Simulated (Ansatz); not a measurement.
Trial structure of Si2W, not yet relaxed:

```
CELL_PARAMETERS angstrom
2.69523 -3.57694 0.00000
2.69523 3.57694 0.00000
0.00000 0.00000 2.72238
ATOMIC_POSITIONS crystal
Si 0.00000 0.50000 0.00000
Si 0.50000 0.00000 0.00000
W 0.00000 0.00000 0.00000
```

Theory: DFT PBE, scalar-relativistic, plane waves, PAW in Ansatz. Settings: cutoff 420 eV, Γ-centred mesh 4×4×6 on the computed 3-atom cell, Gaussian smearing of 0.10 eV; no spin polarisation.

The zero of energy is the elements' standard structures at the same level; no fitted shifts are applied.

**Question.** Estimate its pressure, forces and energy as it stands.

**Answer.** The pressure is 29.3 GPa (the mean over three directions, positive in compression), the largest force is 0.00 eV/Å (symmetry fixes the atoms), and the energy is +1.16 eV/atom against the elements. The shortest distance is 2.24 Å.

**Question.** How much does it gain on relaxing, and where does it end?

**Answer.** Relaxing gains about 0.38 eV/atom (the start's value is from the coarse mesh, so the gain is rough) in 14 ionic steps and ends at +0.78 eV/atom on the finer mesh. The symmetry stays Cmmm (No. 65). The volume per atom grows by 13.4 %, from 17.5 to 19.8 Å³. The shortest distance goes from 2.24 Å (Si–W) to 2.44 Å (Si–W). Conventional cell: a = 5.502 Å, b = 8.082 Å, c = 2.677 Å. Si is surrounded by 2 W at 2.44 Å and 4 Si at 2.68–2.75 Å; W is surrounded by 4 Si at 2.44 Å and 2 W at 2.68 Å.

The last run used a 10×10×18 mesh (in the run's order of axes) for its 3-atom cell and Gaussian smearing of 0.10 eV. Spin–orbit coupling, which can matter for W, is left out. The relaxation can't lower the symmetry of the start. Symmetry constrained the relaxation, so the result can be a saddle point. Another cell of Si2W relaxed alike, in I4/mmm (a cell as deposited in COD), lies 1.12 eV/atom lower, so this cell isn't the stable form at this level.
